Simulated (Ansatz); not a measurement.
# MnO2 (P6_3/mmc) in Ansatz: further runs

The runs below take MnO2 through band structure, with HSE06, PBE0.

Program: Ansatz 0.2.0. These are calculated values, not measurements. Logs are shortened: lines on timing, memory, paths and dates and some standing lists are left out, and cuts for length are marked.

### 1 The crystal as given

The structure is hexagonal, space group P6_3/mmc (No. 194). Conventional cell: a = 2.855 Å, b = 2.855 Å, c = 10.222 Å, α = 90.00°, β = 90.00°, γ = 120.00°. Mn (site symmetry -3m) is surrounded by 6 O at 1.90 Å. Around O (site symmetry 3m) lie 3 Mn at 1.90 Å.

Measurements of this composition are mostly on another form, of space group No. 136.

### 2 Band structure, HSE06, collinear spin, ferromagnetic start

input reads:

```
crystal:
  lattice:
    - [2.8549554371, 0.0, 0.0]
    - [-1.4274777185, 2.4724639352, 0.0]
    - [0.0, 0.0, 10.2217427273]
  atoms:
    - { symbol: Mn, position: [0.0, 0.0, 0.5], spin: 4.0 }
    - { symbol: Mn, position: [0.0, 0.0, 0.0], spin: 4.0 }
    - { symbol: O, position: [0.6666666667, 0.3333333333, 0.40685645] }
    - { symbol: O, position: [0.6666666667, 0.3333333333, 0.09314355] }
    - { symbol: O, position: [0.3333333333, 0.6666666667, 0.59314355] }
    - { symbol: O, position: [0.3333333333, 0.6666666667, 0.90685645] }
hamiltonian:
  xc: hse06
  pseudopotentials: { kind: paw }
magnetization:
  spin_polarized: true
kpoints:
  mp_grid: { grid: [8, 8, 2] }
  band_path:
    path:
      - [[0.0, 0.0, 0.0], [0.5, 0.0, 0.0], [0.3333333333, 0.3333333333, 0.0], [0.0, 0.0, 0.0], [0.0, 0.0, 0.5], [0.5, 0.0, 0.5], [0.3333333333, 0.3333333333, 0.5], [0.0, 0.0, 0.5]]
      - [[0.5, 0.0, 0.5], [0.5, 0.0, 0.0]]
      - [[0.3333333333, 0.3333333333, 0.0], [0.3333333333, 0.3333333333, 0.5]]
    npoints: 4
scf:
  occupations: { method: fermi_dirac, width: 0.05 }
  n_extra_bands: 15
output:
  forces: true
  stress: true
  eigenvalues: true
  fatbands: false
```

Potentials or basis: Ansatz PAW.

Output:

```text
Warning: output.stress: scf.convergence.dr2_threshold = 1e-7 eV (the SCF's general default) is looser than the 6e-10 eV advised for a printed stress (1e-10 eV for each atom of the cell: 6). What an SCF threshold leaves in a stress goes as its square root, and in the free energy as the threshold itself, and one threshold admits the most on a small cell: of the crystals measured, under no hybrid functional and no lock of the moments, on runs that ended without the residual-converged pass, on stresses that held no estimate of that error, the worst erred by over 100 MPa in a component at 1e-7 eV an atom and by under 5 at 1e-10. Set scf.convergence.dr2_threshold to 6e-10 eV or tighter. The threshold is an SCF's pass mark: one that does not reach it within its budget of iterations ends unconverged, or closes short of it on a stop that the run arms, and scf.convergence.dr2_threshold's page says what that costs each kind of run
Warning: output.stress: scf.exx.energy_threshold = 1e-6 eV is looser than the 6e-8 eV advised for a stress under a hybrid functional (1e-8 eV for each atom of the cell: 6). Every SCF of the exchange loop can meet its threshold on dr2 while the loop round them stops early: no threshold on dr2 bounds what that leaves in the stress. Set scf.exx.energy_threshold to 6e-8 eV or tighter. The threshold is the loop's pass mark: a loop that does not reach it within its budget of cycles ends unconverged, and scf.exx.energy_threshold's page has the law
scf.n_extra_bands = 15 over 27 filled bands (N_el = 54.0): the run solves 42 bands
GPUs: using 1 of 1 available (devices: 1).
Engine: ansatz 0.2.0, x86_64-unknown-linux-gnu
Pseudopotentials: kind: paw
Pseudopotential: Mn, paw, valence charge 15, recommended cutoff 420 eV (normal), Mn.paw.azcp
Pseudopotential: O, paw, valence charge 6, recommended cutoff 420 eV (normal), O.paw.azcp
Functional definition: HSE06
  parameter a = 0.25
  parameter omega = 0.11/bohr
  exchange = pbe_x - a*pbe_x_sr(omega) + a*exact_x_sr(omega)
  correlation = pbe_c
device memory: the entry about to start is reckoned to put 1.9 GiB on a device that reports 50.6 GiB free (of which the cap on the GPU budget leaves the run 18.0 GiB)
GPU FFT provider: cuFFT
GPU libraries: cuBLAS 13.8.2, cuFFT 12.4.0, cuSOLVER 12.3.4
Crystal: 6 atoms, lattice volume = 72.153 Å³
Basis set: ecut = 420 eV, 1427 PW (Γ), exchange–correlation on 40×40×144 points (8 copies of the dense FFT grid, shifted against one another)
Bands: 42, of which v1, the nominal top of the filled ones, is band 27 counted from 1 (26 counted from 0)
Symmetry: 24 space group operations
Space group: P63/mmc (ITA 194), of the structure as read, at distance tolerance 4.2e-5 Å
Magnetic group: BNS 194.263 (UNI 1493), of the structure as read, at distance tolerance 4.2e-5 Å
k-points: 20 of 128
Non-local potential: Mn, projectors of the file, l = 0: 3, l = 1: 2, l = 2: 3, l = 3: 1
Non-local potential: O, projectors of the file, l = 0: 2, l = 1: 2, l = 2: 1
PAW form: soft (Blöchl's): semilocal exchange-correlation on the pseudo side does not see the compensation charge
PAW frozen core: Mn, regenerated for the run's functional, and the local potential with it (the file was generated under x = pbe(κ = 0.804, μ = 0.2195149727645171), c = pbe(β = 0.06672455060314922))
PAW frozen core: O, regenerated for the run's functional, and the local potential with it (the file was generated under x = pbe(κ = 0.804, μ = 0.2195149727645171), c = pbe(β = 0.06672455060314922))
PAW one-centre angular grid: Mn, 590 points (default); XC on 64 Gauss nodes
PAW one-centre angular grid: O, 110 points (default); XC on 96 Gauss nodes
Initial density: superposition of atomic densities (chi_scale 0.1, normalization cell, long waves kept (reshape's long-wave potential 0.21 eV rms))
Starting moments: Σ|m| = 8 μB on 2 of 6 sites
Initial wavefunctions: pseudopotential atomic-orbital guess
GPU buffer pool allocated for 28800 grid points (all kernels)
GPU transforms: local potential and band sums: pruned to the plane-wave sphere, on 20×20×72
Functional: x = pbe(κ = 0.804, μ = 0.2195149727645171), c = pbe(β = 0.06672455060314922), warm-up for x = pbe(κ = 0.804, μ = 0.2195149727645171) + 0.25 (exact − pbe) at short range (hse, ω = 0.20786987370883472 Å⁻¹), c = pbe(β = 0.06672455060314922); HSE06 as pw.x's `hse` composes it (authors' and Libxc's form: `xc: wpbeh`)
SCF iter   1: F=—  HF=-10071.333892 eV  |F-HF|=—  |Δ(HF+E_count)|=         —  Δρ=2.36e-1 (↑8.66e-2 ↓2.36e-1)  dr2=7.54e1  dr2_m=5.10e0  M=4.939 μB ∫|m|=4.942 μB  β_m=0.30  ethr=1.00e-1  ⟨swp⟩=6.2  Hψ=5306  notcnv=0
preconditioner: auto → none  [metal: Δε(μ)=0.009 eV  Ē_g=14.860 eV  σ=0.050 eV  W_gap=0.04  n_scr=14 (ndim 8)  ℏωp=26.9 eV  f_vac=0.193  D(μ)=7.46/eV (n_scr^D=80)  sad-step TF]
SCF iter   2: F=—  HF=-10068.640568 eV  |F-HF|=—  |Δ(HF+E_count)|=    2.69e0  Δρ=1.03e-1 (↑1.03e-1 ↓6.22e-2)  dr2=1.22e1  dr2_m=9.43e-1  M=6.000 μB ∫|m|=6.217 μB  β_m=0.30  ethr=1.00e-1  ⟨swp⟩=2.8  Hψ=3538  notcnv=0
SCF iter   3: F=—  HF=-10067.055966 eV  |F-HF|=—  |Δ(HF+E_count)|=    1.58e0  Δρ=5.26e-2 (↑5.26e-2 ↓2.59e-2)  dr2=2.22e0  dr2_m=3.83e-1  M=6.000 μB ∫|m|=6.197 μB  β_m=0.30  ethr=2.25e-2  ⟨swp⟩=3.7  Hψ=3597  notcnv=0  defer=3
[... 54 lines left out ...]
  Residual-converged pass: ⟨swp⟩=2.8  Hψ=2894  notcnv=0  max |occ|·‖R‖ = 2.7e-7 eV (tolerance 2.7e-7 eV)  dr2=4.78e-11  dr2_m=4.13e-11  dr2_onsite=2.85e-11  max |Δocc| = 2.1e-26
hybrid outer 2: dexx = +8.026e-6 eV, tail = 4.95e-7 eV, Δε = 8.69e-3 eV (about 3.52e-4 eV left of the loop's levels), ΔF = 3.63e-2 eV/Å (tail 6.46e-3)
GPU FFT provider: cuFFT
GPU libraries: cuBLAS 13.8.2, cuFFT 12.4.0, cuSOLVER 12.3.4
GPU buffer pool allocated for 28800 grid points (all kernels)
GPU transforms: local potential and band sums: pruned to the plane-wave sphere, on 20×20×72
Exchange kernel: α = 0.2500, screened, ω = 0.2079 Å⁻¹, Wigner–Seitz truncation, v(0) = 1046.2076 eV·Å³, q-mesh 8×8×2, nearest image of the exchange supercell L = 20.44 Å, pair-density grid 15×15×50, without the augmentation charges, whose exchange is taken in its separable form by FFT convolution over the k-point mesh (sized by the pseudopotential files, 18×18×72 at the most), smooth part of the exact exchange by density-matrix convolution in up to 3.47 GiB of GPU memory as planned if the GPU has room (build and FFT work areas not counted)
Frozen-core exchange: fock
SCF iter   1: F=—  HF=-10064.315939 eV  |F-HF|=—  |Δ(HF+E_count)|=         —  Δρ=6.82e-6 (↑3.86e-6 ↓6.82e-6)  dr2=2.23e-8  dr2_m=1.60e-8  M=6.000 μB ∫|m|=6.520 μB  β_m=0.30  ethr=4.58e-9  ⟨swp⟩=4.7  Hψ=3606  notcnv=0
preconditioner: auto → none  [insulator: Δε(μ)=3.625 eV  Ē_g=17.508 eV  σ=0.050 eV  W_gap=1.00  n_scr=14 (ndim 8)  ℏωp=26.9 eV  f_vac=0.251  D(μ)=0.00/eV (n_scr^D=0)]
SCF iter   2: F=—  HF=-10064.315939 eV  |F-HF|=—  |Δ(HF+E_count)|=   2.39e-8  Δρ=6.49e-6 (↑6.49e-6 ↓5.48e-6)  dr2=3.73e-9  dr2_m=2.12e-8  M=6.000 μB ∫|m|=6.520 μB  β_m=0.50  ethr=3.41e-11  ⟨swp⟩=4.5  Hψ=4264  notcnv=0  defer=2
SCF iter   3: F=—  HF=-10064.315939 eV  |F-HF|=—  |Δ(HF+E_count)|=   4.60e-9  Δρ=4.71e-6 (↑4.71e-6 ↓3.63e-6)  dr2=1.13e-9  dr2_m=1.09e-8  M=6.000 μB ∫|m|=6.520 μB  β_m=0.75  ethr=5.80e-12  ⟨swp⟩=3.6  Hψ=3286  notcnv=0  defer=5
SCF iter   4: F=—  HF=-10064.315939 eV  |F-HF|=—  |Δ(HF+E_count)|=   5.40e-9  Δρ=2.14e-6 (↑4.52e-7 ↓2.14e-6)  dr2=4.12e-9  dr2_m=5.31e-10  M=6.000 μB ∫|m|=6.520 μB  β_m=0.77  ethr=2.02e-12 (applied; sched 1.70e-12)  ⟨swp⟩=4.0  Hψ=4208  notcnv=0  defer=3
SCF iter   5: F=—  HF=-10064.315939 eV  |F-HF|=—  |Δ(HF+E_count)|=  9.82e-11  Δρ=9.44e-7 (↑9.44e-7 ↓8.65e-7)  dr2=2.19e-9  dr2_m=3.80e-11  M=6.000 μB ∫|m|=6.520 μB  β_m=0.70  ethr=2.15e-12 (applied; sched 1.70e-12)  ⟨swp⟩=4.0  Hψ=3749  notcnv=0  defer=8
SCF iter   6: F=-10064.315939 eV  HF=-10064.315939 eV  |F-HF|=1.00e-10  |Δ(HF+E_count)|=  4.15e-10  Δρ=3.64e-7 (↑3.64e-7 ↓1.11e-7)  dr2=1.23e-10  dr2_m=1.90e-11  M=6.000 μB ∫|m|=6.520 μB  ethr=1.70e-12  ⟨swp⟩=2.9  Hψ=2911  notcnv=0  defer=4
SCF 4 converged in 6 iterations: F = -10064.315939 eV  dr2 = 1.23e-10
  Residual-converged pass: ⟨swp⟩=2.9  Hψ=3407  notcnv=0  max |occ|·‖R‖ = 2.7e-7 eV (tolerance 2.7e-7 eV)  dr2=1.15e-10  dr2_m=1.94e-11  dr2_onsite=1.94e-11  max |Δocc| = 4.8e-27
hybrid outer 3: dexx = +4.114e-8 eV, tail = 7.44e-10 eV, Δε = 3.77e-4 eV (about 2.10e-5 eV left of the loop's levels), ΔF = 3.85e-4 eV/Å (tail 1.89e-4)
device memory: the entry about to start is reckoned to put 0.9 GiB on a device that reports 46.7 GiB free (of which the cap on the GPU budget leaves the run 18.0 GiB)
NSCF: frozen V_eff on 39 k-points, pencils in batches of 32, up to order 188
this state was not tested for a lower state beside it, because the functional holds exact exchange (a hybrid, or Hartree-Fock), whose exchange loop this test does not read (fock_operator); the stability check (scf.self_checks: high) cannot read this state: a pseudopotential is PAW: the check reads norm-conserving sets alone
hybrid SCF converged: 3 outer / 23 inner (+11 warm-up), last move |dexx| = 4.11e-8 eV, tail = 7.44e-10 eV
Magnetization: 6.0000 μB (30.0000 up, 24.0000 down)
Absolute magnetization: 6.5243 μB (∫|ρ↑−ρ↓|, with the PAW one-centre terms)
Spin contamination: 0.1336 ħ² per cell (⟨S²⟩ above its minimum at these occupations)
Per-site moments (μB) at R_I (Å): [(2.6935233856827523, 0.7852030142042465), (2.693523385682752, 0.7852030142042467), (-0.0338216317340297, 0.7852030142042468), (-0.03382163173402949, 0.7852030142042467), (-0.03382163173402982, 0.7852030142042465), (-0.03382163173402946, 0.7852030142042468)]
Free energy (F): -10064.315939 eV
Frozen-core exchange: fock
Harris-Foulkes:  -10064.315939 eV  (|F-HF|=1.02e-10)
Internal energy: -10064.315939 eV  (E = F + TS)
E sigma→0 (E₀):  -10064.315939 eV
Fermi energy:    6.379019 eV
--- Per-component energies (eV) ---
  E_band       = -958.613909
  E_kinetic    = 1299.795863
  E_local      = -8260.588206  (includes V_loc(G=0)·N_el)
  E_nonlocal   = 657.811238
  E_hartree    = 3430.894406
  E_xc         = -418.317693
  E_vxc        = -529.890526  (∫ρ·V_xc dr)
  E_exx        = -206.081058  (= α·E_x^exact, valence–valence)
  E_paw        = -3114.612536  (= ΣΔE_a)
  E_vpaw       = -575.378091  (= ΣTr[D̂ρ^β])
  E_aug_tail   = 0.009475  (compensation charges beyond the density's cutoff)
  E_ewald      = -3452.727662
  E_core_change = -0.499766  (= ΣΔE_core)
  E_smearing   = -0.000000  (= −TS)
  E_closure    = -0.000000  (closes the sum)
  Σ components = -10064.315939   (vs F -10064.315939, Δ=0.00e0)
--- Forces (eV/Å), atoms counted from 1 ---
  atom   1  Mn     0.00000000     0.00000000     0.00000000
  atom   2  Mn     0.00000000     0.00000000     0.00000000
  atom   3  O     -0.00000000     0.00000000     0.44547643
  atom   4  O     -0.00000000     0.00000000    -0.44547643
  atom   5  O      0.00000000    -0.00000000    -0.44547643
  atom   6  O      0.00000000    -0.00000000     0.44547643
  max |Σ_I F_I| component: 1.85e-17 eV/Å
--- Stress (GPa, compression-positive) ---
       -3.410159       0.000000       0.000000
        0.000000      -3.410159       0.000000
        0.000000       0.000000      -2.711290
  P = ⅓ Tr σ = -3.1772 GPa (-31.772 kbar)
--- Band table (eV; the first three rows and the last of 40) ---
  k-point 0 ↑: bands = ["-82.1218", "-82.1218", "-49.3098", "-49.3098", "-49.2429", "-49.2429", "-49.2429", "-49.2429", "-15.8883", "-15.8466", "-13.5851", "-13.5101", "-2.0179", "-1.7643", "-1.3606", "-1.3606", "-1.3556", "-1.3556", "1.1092", "1.1092", "1.1118", "1.1118", "3.2194", "3.7352", "3.9999", "4.0861", "4.1183", "4.1183", "4.1438", "4.1438", "9.5528", "9.5528", "9.5776", "9.5776", "13.7787", "15.5363", "16.2125", "17.4078", "19.0439", "20.3639", "26.6637", "26.6637"]
[... 3 lines left out ...]
```

Wall time 2.7 min (1 × NVIDIA H100 80GB HBM3 with 2 threads of AMD EPYC 7R13 (Zen 3), shared host); peak memory 2.8 GiB.

What came out:

```yaml
Free_energy: -10064.3159 eV
Pressure: -3.2 GPa
Largest_force: 0.445 eV/Å
Band_gap_on_the_k_mesh: 3.62 eV, indirect (least direct gap 3.67 eV)
Band_gap_along_the_path: 3.60 eV, indirect (least direct gap 3.67 eV)
Net_moment: 6.00 μB per cell
Absolute_moment: 6.52 μB per cell
Site_moments: Mn +2.69; O -0.03 μB
```

Forces in eV/Å, atoms in the order of the input:
```
Mn   0.000  0.000  0.000
Mn   0.000  0.000  0.000
O    0.000  0.000  0.445
O    0.000  0.000 -0.445
O    0.000  0.000 -0.445
O    0.000  0.000  0.445
```

Stress tensor (GPa, compression positive):
```
-3.41  0.00  0.00
 0.00 -3.41  0.00
 0.00  0.00 -2.71
```

Levels at the corners of the path, in eV from the valence-band top:
Spin up:
```csv
point,band 28,band 29,band 30,band 31,band 32,band 33
Γ,-0.46,-0.43,-0.43,4.98,4.98,5.00
M,-1.53,-1.38,-1.16,4.09,4.28,4.82
K,-1.31,-1.12,-1.12,4.07,4.07,4.22
Γ,-0.46,-0.43,-0.43,4.98,4.98,5.00
A,-0.44,-0.44,-0.44,4.99,4.99,4.99
L,-1.56,-1.27,-1.27,4.18,4.18,4.84
H,-1.30,-1.13,-1.13,4.13,4.13,4.16
A,-0.44,-0.44,-0.44,4.99,4.99,4.99
L,-1.56,-1.27,-1.27,4.18,4.18,4.84
M,-1.53,-1.38,-1.16,4.09,4.28,4.82
K,-1.31,-1.12,-1.12,4.07,4.07,4.22
H,-1.30,-1.13,-1.13,4.13,4.13,4.16
```
Spin down:
| point | band 20 | band 21 | band 22 | band 23 | band 24 | band 25 | band 26 | band 27 | band 28 | band 29 |
| --- | --- | --- | --- | --- | --- | --- | --- | --- | --- | --- |
| Γ | -0.63 | -0.63 | -0.60 | -0.60 | -0.55 | 3.86 | 3.86 | 3.87 | 3.87 | 5.58 |
| M | -2.25 | -2.22 | -2.19 | -1.46 | -1.08 | 4.01 | 4.10 | 4.76 | 4.77 | 5.08 |
| K | -2.29 | -2.24 | -2.13 | -1.97 | -1.97 | 4.32 | 4.36 | 5.06 | 5.06 | 5.14 |
| Γ | -0.63 | -0.63 | -0.60 | -0.60 | -0.55 | 3.86 | 3.86 | 3.87 | 3.87 | 5.58 |
| A | -0.93 | -0.61 | -0.61 | -0.61 | -0.61 | 3.87 | 3.87 | 3.87 | 3.87 | 5.64 |
| L | -2.43 | -2.20 | -2.20 | -1.26 | -1.26 | 4.06 | 4.06 | 4.76 | 4.76 | 5.09 |
| H | -2.28 | -2.18 | -2.18 | -1.98 | -1.98 | 4.34 | 4.34 | 5.06 | 5.06 | 5.14 |
| A | -0.93 | -0.61 | -0.61 | -0.61 | -0.61 | 3.87 | 3.87 | 3.87 | 3.87 | 5.64 |
| L | -2.43 | -2.20 | -2.20 | -1.26 | -1.26 | 4.06 | 4.06 | 4.76 | 4.76 | 5.09 |
| M | -2.25 | -2.22 | -2.19 | -1.46 | -1.08 | 4.01 | 4.10 | 4.76 | 4.77 | 5.08 |
| K | -2.29 | -2.24 | -2.13 | -1.97 | -1.97 | 4.32 | 4.36 | 5.06 | 5.06 | 5.14 |
| H | -2.28 | -2.18 | -2.18 | -1.98 | -1.98 | 4.34 | 4.34 | 5.06 | 5.06 | 5.14 |

Caveat: the magnetic or orbital state may not be the lowest; the pressure holds a Pulay correction of +0.5 GPa for the finite cutoff; only a ferromagnetic start was run, and an antiferromagnetic order may lie lower in energy; the PAW data sets come from PBE, with cores solved anew for the run's functional, which leaves a small shift of forces and pressure; the thresholds are loose for stress.

### 3 Band structure, PBE0, collinear spin, ferromagnetic start

input: that of step 2 with these lines changed.

```diff
@@ -13,3 +13,3 @@
 hamiltonian:
-  xc: hse06
+  xc: pbe0
   pseudopotentials: { kind: paw }
```

Potentials or basis: Ansatz PAW.

It took 2.6 min on 1 × NVIDIA H100 80GB HBM3 with 2 threads of AMD EPYC 7R13 (Zen 3), shared host; peak memory 2.8 GiB.

Results (log left out):

- Free energy: -10065.0362 eV
- Pressure: -3.3 GPa
- Largest force: 0.457 eV/Å
- Band gap on the k mesh: 4.38 eV, indirect (least direct gap 4.43 eV)
- Band gap along the path: 4.36 eV, indirect (least direct gap 4.43 eV)
- Net moment: 6.00 μB per cell
- Absolute moment: 6.51 μB per cell
- Site moments: Mn +2.69; O -0.03 μB

Forces on the atoms (eV/Å):
```
Mn   0.000  0.000  0.000
Mn   0.000  0.000  0.000
O    0.000  0.000  0.457
O    0.000  0.000 -0.457
O    0.000  0.000 -0.457
O    0.000  0.000  0.457
```

Stress tensor (GPa, compression positive):
```
-3.58  0.00  0.00
 0.00 -3.58  0.00
 0.00  0.00 -2.79
```

Levels at the corners of the path, in eV from the valence-band top:
Spin up:
| point | band 26 | band 27 | band 28 | band 29 | band 30 | band 31 | band 32 | band 33 | band 34 | band 35 |
| --- | --- | --- | --- | --- | --- | --- | --- | --- | --- | --- |
| Γ | -0.51 | -0.45 | -0.45 | -0.43 | -0.43 | 5.76 | 5.76 | 5.78 | 5.78 | 9.97 |
| M | -2.11 | -1.60 | -1.54 | -1.41 | -1.17 | 4.87 | 5.06 | 5.60 | 5.64 | 14.12 |
| K | -2.05 | -1.33 | -1.33 | -1.14 | -1.14 | 4.85 | 4.85 | 5.00 | 5.00 | 16.04 |
| Γ | -0.51 | -0.45 | -0.45 | -0.43 | -0.43 | 5.76 | 5.76 | 5.78 | 5.78 | 9.97 |
| A | -0.54 | -0.44 | -0.44 | -0.44 | -0.44 | 5.77 | 5.77 | 5.77 | 5.77 | 10.59 |
| L | -2.13 | -1.58 | -1.58 | -1.28 | -1.28 | 4.97 | 4.97 | 5.62 | 5.62 | 14.65 |
| H | -2.10 | -1.32 | -1.32 | -1.15 | -1.15 | 4.91 | 4.91 | 4.94 | 4.94 | 16.23 |
| A | -0.54 | -0.44 | -0.44 | -0.44 | -0.44 | 5.77 | 5.77 | 5.77 | 5.77 | 10.59 |
| L | -2.13 | -1.58 | -1.58 | -1.28 | -1.28 | 4.97 | 4.97 | 5.62 | 5.62 | 14.65 |
| M | -2.11 | -1.60 | -1.54 | -1.41 | -1.17 | 4.87 | 5.06 | 5.60 | 5.64 | 14.12 |
| K | -2.05 | -1.33 | -1.33 | -1.14 | -1.14 | 4.85 | 4.85 | 5.00 | 5.00 | 16.04 |
| H | -2.10 | -1.32 | -1.32 | -1.15 | -1.15 | 4.91 | 4.91 | 4.94 | 4.94 | 16.23 |
Spin down:
| point | band 21 | band 22 | band 23 | band 24 | band 25 | band 26 | band 27 | band 28 |
| --- | --- | --- | --- | --- | --- | --- | --- | --- |
| Γ | -0.61 | -0.58 | -0.58 | -0.55 | 4.61 | 4.61 | 4.61 | 4.61 |
| M | -2.22 | -2.19 | -1.46 | -1.08 | 4.76 | 4.86 | 5.52 | 5.52 |
| K | -2.25 | -2.14 | -1.99 | -1.99 | 5.07 | 5.12 | 5.83 | 5.83 |
| Γ | -0.61 | -0.58 | -0.58 | -0.55 | 4.61 | 4.61 | 4.61 | 4.61 |
| A | -0.59 | -0.59 | -0.59 | -0.59 | 4.61 | 4.61 | 4.61 | 4.61 |
| L | -2.20 | -2.20 | -1.25 | -1.25 | 4.81 | 4.81 | 5.52 | 5.52 |
| H | -2.19 | -2.19 | -1.99 | -1.99 | 5.09 | 5.09 | 5.83 | 5.83 |
| A | -0.59 | -0.59 | -0.59 | -0.59 | 4.61 | 4.61 | 4.61 | 4.61 |
| L | -2.20 | -2.20 | -1.25 | -1.25 | 4.81 | 4.81 | 5.52 | 5.52 |
| M | -2.22 | -2.19 | -1.46 | -1.08 | 4.76 | 4.86 | 5.52 | 5.52 |
| K | -2.25 | -2.14 | -1.99 | -1.99 | 5.07 | 5.12 | 5.83 | 5.83 |
| H | -2.19 | -2.19 | -1.99 | -1.99 | 5.09 | 5.09 | 5.83 | 5.83 |

Caveat: the magnetic or orbital state may not be the lowest; the pressure holds a Pulay correction of +0.5 GPa for the finite cutoff; only a ferromagnetic start was run, and an antiferromagnetic order may lie lower in energy; the PAW data sets come from PBE, with cores solved anew for the run's functional, which leaves a small shift of forces and pressure; the thresholds are loose for stress.
